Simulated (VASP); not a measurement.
Here is a VASP 6.6.1 calculation.

File INCAR:

```
  PREC = Accurate
  ENCUT = 520
  EDIFF = 1E-6
  ISMEAR = 0
  SIGMA = 0.1
  LREAL = F
  LASPH = T
  NELM = 120
  ALGO = Normal
  ISIF = 3
  LWAVE = F
  LCHARG = F
  GGA = PE
  IBRION = 2
  NSW = 90
  EDIFFG = -0.01
```

KPOINTS

```
Automatic mesh
0
Gamma
  12 12 12
```

File POSCAR:

```
GaSb
1.0
    0.0000000000      3.0590000000      3.0590000000
    3.0590000000      0.0000000000      3.0590000000
    3.0590000000      3.0590000000      0.0000000000
Ga Sb
1 1
Direct
    0.0000000000      0.0000000000      0.0000000000
    0.7500000000      0.7500000000      0.7500000000
```

Potentials or basis: VASP PAW PBE potentials, release 64 (Ga_d, Sb).

The run is started by

```console
$ cat potpaw_PBE.64/Ga_d/POTCAR potpaw_PBE.64/Sb/POTCAR > POTCAR
$ mpirun -np 1 vasp_std > vasp.out
```

**Question.** What does it give for the space group after relaxing (to 0.05 Å)?

**Answer.** F-43m (No. 216).

**Question.** Predict the relaxed volume.

**Answer.** 30.04 Å³/atom.

**Question.** Predict the relaxed cell.

**Answer.** a = 4.396 Å, b = 4.396 Å, c = 4.396 Å, α = 60.00°, β = 60.00°, γ = 60.00°.

Final structure:
```
CELL_PARAMETERS angstrom
0.00000 3.10852 3.10852
3.10852 0.00000 3.10852
3.10852 3.10852 0.00000
ATOMIC_POSITIONS crystal
Ga 0.00000 0.00000 0.00000
Sb 0.75000 0.75000 0.75000
```

 PBE usually gives volumes a little too large and moduli too small.
